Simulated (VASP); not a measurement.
# Al2O3 (P-6m2) in VASP: a series of runs

The runs below take Al2O3 through single point, with LDA.

Program: VASP 6.6.1. These are calculated values, not measurements. Logs are shortened: lines on timing, memory, paths and dates and some standing lists are left out, and cuts for length are marked.

## (1) The crystal as given

Symmetry: P-6m2, No. 187, hexagonal system. The conventional cell has a = 2.884 Å, b = 2.884 Å, c = 9.337 Å, α = 90.00°, β = 90.00°, γ = 120.00°. Al (site symmetry 3m) is surrounded by 3 O at 1.80 Å. Around O (site symmetry 3m) lie 3 Al at 1.80 Å. Around O (site symmetry -6m2) lie 6 Al at 2.18 Å.

Measurements of this composition are mostly on another form, of space group No. 167.

## (2) Single point, LDA

Input file INCAR:

```
SYSTEM = Al2O3
PREC     = Accurate       ! precision mode
ENCUT    = 300            ! plane-wave cutoff, eV
EDIFF    = 1E-7           ! SCF threshold, eV
ISMEAR   = 0              ! smearing method
SIGMA    = 0.05           ! smearing width, eV
LREAL    = .FALSE.        ! projectors in reciprocal space
LASPH    = .TRUE.         ! aspherical terms in the spheres
NELM     = 100            ! most SCF steps
ALGO     = Normal         ! electronic algorithm
ISIF     = 2              ! what is computed and relaxed
LWAVE    = .FALSE.        ! write WAVECAR
LCHARG   = .FALSE.        ! write CHGCAR
GGA      = CA             ! functional
NBANDS   = 20             ! bands
ADDGRID  = .FALSE.
```

Input file KPOINTS:

```
Automatic mesh
0
G
  11 11 3
  0 0 0
```

Input file POSCAR:

```
Al2O3
1.0
    2.8843249483      0.0000000000      0.0000000000
   -1.4421624742      2.4978986780      0.0000000000
    0.0000000000      0.0000000000      9.3367544600
Al O
2 3
Direct
    0.0000000000      0.0000000000      0.8500076700
    0.0000000000      0.0000000000      0.1499923300
    0.3333333333      0.6666666667      0.7776830800
    0.6666666667      0.3333333333      0.0000000000
    0.3333333333      0.6666666667      0.2223169200
```

Potentials or basis: VASP PAW LDA potentials, release 64 (Al, O).

Launch:

```
cat potpaw_LDA.64/Al/POTCAR potpaw_LDA.64/O/POTCAR > POTCAR
mpirun -np 1 vasp_std > vasp.out
```

OUTCAR:

```text
SYSTEM = Al2O3
   PREC = Accurate
   ENCUT = 300
   EDIFF = 1E-7
   ISMEAR = 0
   LREAL = .FALSE.
   LASPH = .TRUE.
   NELM = 100
   ISIF = 2
   GGA = CA

 Found     32 irreducible k-points:

 Following reciprocal coordinates:
            Coordinates               Weight
  0.000000  0.000000  0.000000      1.000000
  0.090909 -0.000000  0.000000      6.000000
  0.181818 -0.000000  0.000000      6.000000
  0.272727  0.000000  0.000000      6.000000
  0.363636  0.000000  0.000000      6.000000
  0.454545 -0.000000  0.000000      6.000000
   k-points           NKPTS =     32   k-points in BZ     NKDIM =     32   number of bands    NBANDS=     20
   number of dos      NEDOS =    301   number of ions     NIONS =      5
   total plane-waves  NPLWV =  13824
   dimension x,y,z NGX =    16 NGY =   16 NGZ =   54
   dimension x,y,z NGXF=    32 NGYF=   32 NGZF=  108
   ions per type =               2   3
   NGX,Y,Z   is equivalent  to a cutoff of   9.22,  9.22,  9.61 a.u.
   NGXF,Y,Z  is equivalent  to a cutoff of  18.44, 18.44, 19.23 a.u.
 SYSTEM =  Al2O3
   PREC   = accura    normal or accurate (medium, high low for compatibility)
   ISTART =      0    job   : 0-new  1-cont  2-samecut
   ICHARG =      2    charge: 1-file 2-atom 10-const
   ISPIN  =      1    spin polarized calculation?
   LNONCOLLINEAR =      F non collinear calculations
   LSORBIT =      F    spin-orbit coupling
   LASPH  =      T    aspherical Exc in radial PAW
   ENCUT  =  300.0 eV  22.05 Ry    4.70 a.u.   4.07  4.07 13.19*2*pi/ulx,y,z
   NELM   =    100;   NELMIN=  2; NELMDL= -5     # of ELM steps
   EDIFF  = 0.1E-06   stopping-criterion for ELM
   LREAL  =      F    real-space projection
   EDIFFG = 0.1E-05   stopping-criterion for IOM
   NSW    =      0    number of steps for IOM
   IBRION =     -1    ionic relax: 0-MD 1-quasi-New 2-CG
   NFREE  =      0    steps in history (QN), initial steepest desc. (CG)
   ISIF   =      2    stress and relaxation
   ISYM   =      2    0-nonsym 1-usesym 2-fastsym
   POTIM  = 0.5000    time-step for ionic-motion
   TEBEG  =    0.0;   TEEND  =   0.0 temperature during run
   PSTRESS=    0.0 pullay stress
   NELECT =      24.0000    total number of electrons
   NUPDOWN=      -1.0000    fix difference up-down
   EMIN   =  10.00;   EMAX   =-10.00  energy-range for DOS
   EFERMI =   0.00;   METHOD = LEGACY
   ISMEAR =     0;   SIGMA  =   0.05  broadening in eV -4-tet -1-fermi 0-gaus
   EFERMI_NEDOS =   21; number of points for ismear=-14 and -15
   IALGO  =     38    algorithm
   IMIX   =      4    mixing-type and parameters
     AMIX     =   0.40;   BMIX     =  1.00
     AMIX_MAG =   1.60;   BMIX_MAG =  1.00
  volume/ion in A,a.u.               =      13.45        90.79
  Fermi-wavevector in a.u.,A,eV,Ry     =   1.161111  2.194181 18.343074  1.348178
  Thomas-Fermi vector in A             =   2.297686
   LORBIT       =      0    0 simple, 1 ext, 2 COOP (PROOUT), +10 PAW based schemes
   GGA     = CA    functional components
   LHFCALC =     F    Hartree Fock is set to
   AEXX    =    0.0000 exact exchange contribution
   IVDW    =     0    specifies the selected vdW correction
   LEPSILON=     F    determine dielectric tensor
   LRPA    =     F    only Hartree local field effects (RPA)
 non-spin polarized calculation
 Gauss-broadening in eV      SIGMA  =   0.05
  energy-cutoff  :      300.00
  volume of cell :       67.27
 maximum number of plane-waves:       805
   NGX =  9   NGY =  9   NGZ = 27

 number of electron      23.9999995 magnetization

 Free energy of the ion-electron system (eV)
  ---------------------------------------------------
  ext. energy  EPLUGINS =         0.00000000
  ---------------------------------------------------
  free energy    TOTEN  =       -40.56520935 eV

  energy without entropy =      -40.56520935  energy(sigma->0) =      -40.56520935

 E-fermi :   0.7745     XC(G=0):  -8.8987

 val. band max:        0.4999056026   @ k =   0.0909   0.0909   0.0000
 cond. band min:       5.2284940202   @ k =   0.0000   0.0000   0.0000
 fundamental gap:      4.7285884177
 Fermi energy:         0.7744580289

 k-point     1 :       0.0000    0.0000    0.0000
  band No.  band energies     occupation
      1     -18.0264      2.00000
      2     -16.9864      2.00000
      3     -15.7625      2.00000
      4      -4.4606      2.00000
      5      -1.6120      2.00000
      6      -0.9131      2.00000
[... 12 lines left out ...]
     19      15.2119      0.00000
     20      15.2165      0.00000

 k-point     2 :       0.0909   -0.0000    0.0000
  band No.  band energies     occupation
      1     -17.9244      2.00000
      2     -16.9101      2.00000
      3     -15.7345      2.00000
      4      -4.4211      2.00000
      5      -1.8628      2.00000
      6      -1.1811      2.00000
[... 12 lines left out ...]
     19      14.3845      0.00000
     20      15.3820      0.00000

 k-point     3 :       0.1818   -0.0000    0.0000
  band No.  band energies     occupation
      1     -17.6383      2.00000
      2     -16.6964      2.00000
      3     -15.6424      2.00000
      4      -4.3206      2.00000
      5      -2.7319      2.00000
      6      -1.9569      2.00000
[... 12 lines left out ...]
     19      13.5861      0.00000
     20      14.3880      0.00000

 k-point     4 :       0.2727    0.0000    0.0000
  band No.  band energies     occupation
      1     -17.2002      2.00000
      2     -16.3940      2.00000
      3     -15.5378      2.00000
      4      -4.4494      2.00000
      5      -3.8699      2.00000
      6      -2.7719      2.00000
[... 12 lines left out ...]
     19      13.2596      0.00000
     20      13.8992      0.00000

 k-point     5 :       0.3636    0.0000    0.0000
  band No.  band energies     occupation
      1     -16.6947      2.00000
      2     -16.0924      2.00000
      3     -15.5062      2.00000
      4      -4.9251      2.00000
      5      -4.8462      2.00000
      6      -3.4880      2.00000
[... 12 lines left out ...]
     19      13.3874      0.00000
     20      14.4431      0.00000

 k-point     6 :       0.4545   -0.0000    0.0000
  band No.  band energies     occupation
      1     -16.2847      2.00000
      2     -15.9074      2.00000
      3     -15.5779      2.00000
      4      -5.4156      2.00000
      5      -5.3016      2.00000
      6      -3.8840      2.00000
[... 12 lines left out ...]
     19      13.8698      0.00000
     20      14.4135      0.00000

 [... further k-points ...]
[... 5 lines left out ...]
  --------------------------------------------------------------------------------------
  -------------------------------------------------------------------------------------
  Total      -16.6515552    -16.6515552    -16.1702999      0.0000000     -0.0000000     -0.0000000
  in kB     -396.5979287   -396.5979287   -385.1356446      0.0000000     -0.0000000     -0.0000000
  external PRESSURE =    -392.7771673 kB  Pullay stress =       0.0000000 kB

 VOLUME and BASIS-vectors are now :
 -----------------------------------------------------------------------------
  energy-cutoff  :      300.00
  volume of cell :       67.27
      direct lattice vectors                 reciprocal lattice vectors
     2.884324948  0.000000000  0.000000000     0.346701574  0.200168247  0.000000000
    -1.442162474  2.497898678  0.000000000     0.000000000  0.400336494  0.000000000
     0.000000000  0.000000000  9.336754460     0.000000000  0.000000000  0.107103598

 POSITION                                       TOTAL-FORCE (eV/Angst)
 -----------------------------------------------------------------------------------
      0.00000      0.00000      7.93631         0.000000      0.000000     -0.145167
      0.00000      0.00000      1.40044         0.000000      0.000000      0.145167
     -0.00000      1.66527      7.26104        -0.000000     -0.000000      0.759693
      1.44216      0.83263      0.00000        -0.000000      0.000000      0.000000
     -0.00000      1.66527      2.07572         0.000000      0.000000     -0.759693
 -----------------------------------------------------------------------------------
    total drift:                               -0.000004      0.000002     -0.000000

  FREE ENERGIE OF THE ION-ELECTRON SYSTEM (eV)
  ---------------------------------------------------
  free  energy   TOTEN  =       -40.5652093499 eV

  energy  without entropy=      -40.5652093499  energy(sigma->0) =      -40.56520935
```

OSZICAR:

```text
N       E                     dE             d eps       ncg     rms          rms(c)
DAV:   1     0.752501790707E+02    0.75250E+02   -0.92077E+03  1304   0.694E+02
DAV:   2    -0.389807612200E+02   -0.11423E+03   -0.11129E+03  1548   0.206E+02
DAV:   3    -0.443343717057E+02   -0.53536E+01   -0.53358E+01  1704   0.472E+01
DAV:   4    -0.443754463080E+02   -0.41075E-01   -0.41063E-01  1600   0.441E+00
DAV:   5    -0.443759110082E+02   -0.46470E-03   -0.46469E-03  1640   0.445E-01    0.113E+01
DAV:   6    -0.408240701458E+02    0.35518E+01   -0.92684E+00  1400   0.206E+01    0.504E+00
DAV:   7    -0.406672384354E+02    0.15683E+00   -0.39485E-01  1548   0.410E+00    0.272E+00
DAV:   8    -0.405764171544E+02    0.90821E-01   -0.59944E-02  1628   0.204E+00    0.760E-01
DAV:   9    -0.405640749635E+02    0.12342E-01   -0.11590E-02  1696   0.916E-01    0.169E-01
DAV:  10    -0.405641132394E+02   -0.38276E-04   -0.27519E-03  1540   0.322E-01    0.128E-01
DAV:  11    -0.405648811975E+02   -0.76796E-03   -0.26483E-03  1536   0.491E-01    0.797E-02
DAV:  12    -0.405651127639E+02   -0.23157E-03   -0.55669E-04  1476   0.149E-01    0.550E-02
DAV:  13    -0.405652065586E+02   -0.93795E-04   -0.20793E-04  1516   0.994E-02    0.161E-02
DAV:  14    -0.405652079363E+02   -0.13778E-05   -0.15571E-05  1680   0.375E-02    0.436E-03
DAV:  15    -0.405652089743E+02   -0.10379E-05   -0.34377E-06  1532   0.124E-02    0.177E-03
DAV:  16    -0.405652093420E+02   -0.36773E-06   -0.23087E-07  1524   0.336E-03    0.631E-04
DAV:  17    -0.405652093499E+02   -0.79046E-08   -0.25270E-08  1268   0.141E-03
   1 F= -.40565209E+02 E0= -.40565209E+02  d E =-.998736E-16
```

stdout:

```text
POSCAR found type information on POSCAR AlO
 POSCAR found :  2 types and       5 ions
 scaLAPACK will be used
 LDA part: xc-table for (Slater(with rela. corr.)+CA(PZ))
 , standard interpolation
 POSCAR, INCAR and KPOINTS ok, starting setup
 FFT: planning ... GRIDC
 FFT: planning ... GRID_SOFT
 FFT: planning ... GRID
 WAVECAR not read
 entering main loop
```

Run time: 13 s. Hardware: 1 thread of Intel Xeon Platinum 8488C (Sapphire Rapids), shared host; peak memory 0.12 GiB.

The run converged, but a check on its numbers failed (symmetry, net force, bounds or a known fault of this set-up), so they aren't taken as properties of the crystal.

Caveat: the cutoff lies under the usual one of these potentials, so the numbers hold a large basis-set error; a pressure of tens of GPa on the cell as given is suspect, and the run, the potentials or the cell itself is likely at fault; an odd mesh through Γ misses points on the zone boundary, where band edges often lie.

## (3) Single point, LDA

Edit INCAR of step 2 so:

```diff
@@ -2,3 +2,3 @@
 PREC     = Accurate       ! precision mode
-ENCUT    = 300            ! plane-wave cutoff, eV
+ENCUT    = 400            ! plane-wave cutoff, eV
 EDIFF    = 1E-7           ! SCF threshold, eV
```

KPOINTS is that of step 2.

POSCAR is that of step 2.

Potentials or basis: VASP PAW LDA potentials, release 64 (Al, O).

Launch:

```
cat potpaw_LDA.64/Al/POTCAR potpaw_LDA.64/O/POTCAR > POTCAR
mpirun -np 1 vasp_std > vasp.out
```

Wall time 31 s (1 thread of Intel Xeon Platinum 8488C (Sapphire Rapids), shared host); peak memory 0.15 GiB.

These settings aren't checked as converged: the numbers below hold their error.

What came out:

```yaml
Free_energy: -40.1647 eV
Largest_force: 0.488 eV/Å
Band_gap_on_the_k_mesh: 4.74 eV, indirect (least direct gap 5.00 eV)
```

Caveat: the cutoff is under 1.25 times the usual one of these potentials, so pressure, stress and relaxed cells hold a basis-set (Pulay) error; an odd mesh through Γ misses points on the zone boundary, where band edges often lie.

## (4) Single point, LDA

Edit INCAR of step 3 so:

```diff
@@ -2,3 +2,3 @@
 PREC     = Accurate       ! precision mode
-ENCUT    = 400            ! plane-wave cutoff, eV
+ENCUT    = 900            ! plane-wave cutoff, eV
 EDIFF    = 1E-7           ! SCF threshold, eV
```

Input file KPOINTS:

```
Automatic mesh
0
G
  8 8 2
  0 0 0
```

POSCAR is that of step 3.

Launch:

```
cat potpaw_LDA.64/Al/POTCAR potpaw_LDA.64/O/POTCAR > POTCAR
mpirun -np 1 vasp_std > vasp.out
```

It took 39 s on 1 thread of Intel Xeon Platinum 8488C (Sapphire Rapids), shared host; peak memory 0.22 GiB.

These settings aren't checked as converged: the numbers below hold their error.

Results:

| Quantity | Value |
| --- | --- |
| Free energy | -40.1219 eV |
| Pressure | -6.3 GPa |
| Largest force | 0.505 eV/Å |
| Band gap on the k mesh | 4.75 eV, indirect (least direct gap 5.00 eV) |

[end of part 1 of 2]
